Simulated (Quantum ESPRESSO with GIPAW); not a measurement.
# 17O shielding of SiO2 (Stishovite) under strain

GIPAW runs (PBEsol, plane-wave PAW from pslibrary 1.0.0 recipes, cutoffs 55 and 330 Ry, one 5×5×7 mesh for all shielding runs; Quantum ESPRESSO with GIPAW, a patched development version; no spin-orbit coupling, no macroscopic shape term) on SiO2 (Stishovite), space group P4_2/mnm before straining. The cell below is strained in the basal plane, with the c axis held, and the atoms are relaxed in pw.x at each strain, zero included.

```
CELL_PARAMETERS angstrom
4.17730 0.00000 0.00000
0.00000 4.17730 0.00000
0.00000 0.00000 2.66520
ATOMIC_POSITIONS crystal
Si 0.50000 0.50000 0.50000
Si 0.00000 0.00000 0.00000
O 0.80551 0.19449 0.50000
O 0.69449 0.69449 0.00000
O 0.19449 0.80551 0.50000
O 0.30551 0.30551 0.00000
```

The cell is an entry of the Crystallography Open Database.

The bonds are those of O (atom 3; bound to Si3). One row is withheld.

| strain (%) | mean bond (Å) | σ_iso Si (ppm) | σ_iso O (ppm) | span O (ppm) |
| --- | --- | --- | --- | --- |
| -1.5 | 1.7588 | 509.03 | 138.17 | 59.0 |
| -1.125 | 1.7628 | ? | ? | ? |
| -0.75 | 1.7668 | 507.24 | 135.19 | 61.0 |
| 0 | 1.7746 | 505.31 | 132.12 | 63.3 |
| +0.375 | 1.7785 | 504.29 | 130.56 | 64.5 |
| +0.75 | 1.7824 | 503.22 | 128.98 | 65.9 |
| +1.5 | 1.7902 | 500.98 | 125.80 | 68.9 |

**Task.** Fit σ_iso of O against strain, judge whether a straight line is enough, and predict the withheld row at -1.125 %.

1. With n = 6: Σx = 0.375, Σy = 790.82, Σx² = 5.7656, Σxy = 25.747.

2. Slope b = (nΣxy − ΣxΣy)/(nΣx² − (Σx)²) = -4.12 ppm per %, intercept a = (Σy − bΣx)/n = 132.06 ppm.

3. Residuals (run less line), in the order of the table: -0.08, +0.04, +0.06, +0.05, +0.01, -0.08 ppm. They bend in one sense; the largest is 0.6 % of the range of σ, so a line serves for most purposes and a parabola takes up the rest: σ = 132.12 − 4.127 x − 0.059 x², with residuals of 0.01 ppm or less.

4. At -1.125 % (inside the fitted range) the line gives 136.70 ppm and the parabola 136.69 ppm.

5. The run gives:

| strain (%) | mean bond (Å) | σ_iso Si (ppm) | σ_iso O (ppm) | span O (ppm) |
| --- | --- | --- | --- | --- |
| -1.125 | 1.7628 | 508.15 | 136.70 | 60.0 |

Prediction less run: the line misses by +0.00 ppm, the parabola by -0.01 ppm. By the parabola, a strain of +1 % changes σ of O by -4.19 ppm and one of −1 % by +4.07 ppm; the mean slope is -4.12 ppm per %, or 3.9 ppm for 0.01 Å of mean bond length. The shift moves the opposite way, scaled by the slope of a reference line. Over the table σ of Si goes from 509.03 to 500.98 ppm. Zero strain is the database's lattice with relaxed atoms, not this functional's rest cell, and neither cutoff nor mesh was tested for the slopes. The omitted shape term, common to all sites, changes with strain too. This build of gipaw.x prints that it is not audited and that its numbers are no references by themselves. The relaxations ran on cheaper settings and stop at small residual forces, which adds noise that small residuals can't be told from. 17O is quadrupolar, so a real line also moves with the field gradient, which is not computed here. pw.x warned of eigenvalues not converged in some cycles of these runs, which then met the threshold.

[Banner, clock, file and message-heading lines were taken out of the pw.x and gipaw.x logs.]

[Logs are printed without paths, hosts, clocks, repeated set-up lines and the standing remarks that a program may print on its own settings, such as how far it seeks lower states.]

[Hosts, paths, dates, database ids (printed as entryN), source tags and the programs' standing remarks are cut or masked in the printed files.]
